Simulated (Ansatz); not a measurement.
# SiO2: the cost of one run

Computed with Ansatz 0.2.0 (DFT PBE, scalar-relativistic, plane waves, PAW, unless a step's input says otherwise).

## 1. The starting structure

It takes space group P4_32_12 (No. 96, tetragonal). Conventional cell: a = 4.933 Å, b = 4.933 Å, c = 6.465 Å, α = 90.00°, β = 90.00°, γ = 90.00°. Si (site symmetry 2) has 4 O at 1.62 Å as nearest neighbours. O (site symmetry 1) has 2 Si at 1.62 Å as nearest neighbours.

Coordinates:

```cif
data_structure
_symmetry_space_group_name_H-M 'P4_32_12'
_symmetry_Int_Tables_number 96
_cell_length_a 4.9329
_cell_length_b 4.9329
_cell_length_c 6.4645
_cell_angle_alpha 90.000
_cell_angle_beta 90.000
_cell_angle_gamma 90.000
_cell_volume 157.30
loop_
_atom_site_label
_atom_site_type_symbol
_atom_site_symmetry_multiplicity
_atom_site_Wyckoff_symbol
_atom_site_fract_x
_atom_site_fract_y
_atom_site_fract_z
_atom_site_occupancy
Si1 Si 4 a 0.31771 0.31771 0.00000 1
O1 O 8 b 0.76834 0.86457 0.30193 1
```

The runs take a perfect supercell of 48 atoms; the defect goes to fractional position (0.659, 0.159, 0.318).

## 2. The perfect supercell

Contents of input.yaml:

```yaml
crystal:
  lattice:
    - [-4.9329, 4.9329, 6.4645]
    - [4.9329, -4.9329, 6.4645]
    - [4.9329, 4.9329, -6.4645]
  atoms:
    - { symbol: Si, position: [0.658853, 0.158852, 0.317705] }
    - { symbol: Si, position: [0.158852, 0.658853, 0.317705] }
    - { symbol: Si, position: [0.158852, 0.158852, 0.817705] }
    - { symbol: Si, position: [0.658853, 0.658853, 0.817705] }
    - { symbol: Si, position: [0.783853, 0.466148, 0.0] }
    - { symbol: Si, position: [0.283852, 0.966147, 0.0] }
    - { symbol: Si, position: [0.283852, 0.466148, 0.5] }
    - { symbol: Si, position: [0.783853, 0.966147, 0.5] }
    - { symbol: Si, position: [0.091148, 0.091148, 0.182295] }
    - { symbol: Si, position: [0.591148, 0.591148, 0.182295] }
    - { symbol: Si, position: [0.591148, 0.091148, 0.682295] }
    - { symbol: Si, position: [0.091148, 0.591148, 0.682295] }
    - { symbol: Si, position: [0.716147, 0.033853, 0.0] }
    - { symbol: Si, position: [0.216148, 0.533853, 0.0] }
    - { symbol: Si, position: [0.216148, 0.033853, 0.5] }
    - { symbol: Si, position: [0.716147, 0.533853, 0.5] }
    - { symbol: O, position: [0.08325, 0.035135, 0.316455] }
    - { symbol: O, position: [0.58325, 0.535135, 0.316455] }
    - { symbol: O, position: [0.58325, 0.035135, 0.816455] }
    - { symbol: O, position: [0.08325, 0.535135, 0.816455] }
    - { symbol: O, position: [0.660135, 0.34368, 0.451885] }
    - { symbol: O, position: [0.160135, 0.84368, 0.451885] }
    - { symbol: O, position: [0.160135, 0.34368, 0.951885] }
    - { symbol: O, position: [0.660135, 0.84368, 0.951885] }
    - { symbol: O, position: [0.46868, 0.016795, 0.183545] }
    - { symbol: O, position: [0.96868, 0.516795, 0.183545] }
    - { symbol: O, position: [0.96868, 0.016795, 0.683545] }
    - { symbol: O, position: [0.46868, 0.516795, 0.683545] }
    - { symbol: O, position: [0.641795, 0.45825, 0.048115] }
    - { symbol: O, position: [0.141795, 0.95825, 0.048115] }
    - { symbol: O, position: [0.141795, 0.45825, 0.548115] }
    - { symbol: O, position: [0.641795, 0.95825, 0.548115] }
    - { symbol: O, position: [0.79175, 0.108205, 0.451885] }
    - { symbol: O, position: [0.29175, 0.608205, 0.451885] }
    - { symbol: O, position: [0.29175, 0.108205, 0.951885] }
    - { symbol: O, position: [0.79175, 0.608205, 0.951885] }
    - { symbol: O, position: [0.714865, 0.16675, 0.183545] }
    - { symbol: O, position: [0.214865, 0.66675, 0.183545] }
    - { symbol: O, position: [0.214865, 0.16675, 0.683545] }
    - { symbol: O, position: [0.714865, 0.66675, 0.683545] }
    - { symbol: O, position: [0.90632, 0.089865, 0.048115] }
    - { symbol: O, position: [0.40632, 0.589865, 0.048115] }
    - { symbol: O, position: [0.40632, 0.089865, 0.548115] }
    - { symbol: O, position: [0.90632, 0.589865, 0.548115] }
    - { symbol: O, position: [0.233205, 0.28132, 0.316455] }
    - { symbol: O, position: [0.733205, 0.78132, 0.316455] }
    - { symbol: O, position: [0.733205, 0.28132, 0.816455] }
    - { symbol: O, position: [0.233205, 0.78132, 0.816455] }
basis:
  ecutwfc: 420
  fft_grid_basis: typed
kpoints:
  mp_grid: { grid: [2, 2, 2] }
hamiltonian:
  xc: pbe
  pseudopotentials: { kind: paw }
scf:
  occupations: { method: gaussian, width: 0.05 }
output:
  forces: true
  stress: false
  eigenvalues: true
  bader: false
  write_density: true
  volumetric_format: npy
```

Launch:

```sh
$ ansatz run input.yaml --threads 4 --pin off --max-ram 10240MiB --backend cpu --events-out ev --progress --plain --runs-dir out
```

What time and memory should one allow on 4 threads of AMD EPYC 9R45 (Zen 5), shared host?

About 2.7 s, with a peak of 2.2 GiB.
